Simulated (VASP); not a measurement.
Wanted: the native input for a VASP 6.6.1 run.

| Quantity | Value |
| --- | --- |
| Task | single point |
| Functional | PBE |
| Potentials or basis | VASP PAW PBE potentials, release 64 (Fe, O) |
| Cutoff | 520 eV |
| k mesh | 8 × 8 × 8 |
| Occupations | gaussian, width 0.05 eV |
| Spin | no spin polarisation |
| Further INCAR settings | ALGO = Fast; EDIFF = 1e-06 |

The structure of FeO lies in POSCAR:

```
FeO
1.0
    1.5176821100      0.8762341800      2.5157945800
   -1.5176821100      0.8762341800      2.5157945800
    0.0000000000     -1.7524683500      2.5157945800
Fe O
1 1
Direct
    0.0000000000      0.0000000000      0.0000000000
    0.5000000000      0.5000000000      0.5000000000
```

The input as run:

INCAR

```
SYSTEM = FeO
PREC = Accurate
ENCUT = 520
EDIFF = 1E-6
ISMEAR = 0
SIGMA = 0.05
LREAL = .False.
LASPH = .True.
NELM = 150
ALGO = Fast
ISIF = 2
LWAVE = .False.
LCHARG = .False.
GGA = PE
```

KPOINTS

```
regular mesh
0
Gamma
  8 8 8
  0 0 0
```

Potentials or basis: VASP PAW PBE potentials, release 64 (Fe, O).

The run is started by

```console
$ cat potpaw_PBE.64/Fe/POTCAR potpaw_PBE.64/O/POTCAR > POTCAR
$ mpirun -np 1 vasp_std > vasp.out
```

It gave:

The pressure is -25.9 GPa and the band gap on the k mesh is none (metal or under the smearing width).

Caveat: so large a pressure means that the cell lies far from this level's equilibrium, or that cutoff or potentials fall short; the run has no spin polarisation, though such a crystal can be magnetic; semilocal functionals often make such compounds metallic where correlation or magnetic order opens a gap, which also shifts bond lengths.

Run time: 7.9 s on 1 thread of AMD EPYC 9R45 96-Core Processor (Zen 5) (shared host), peak memory 0.12 GiB.
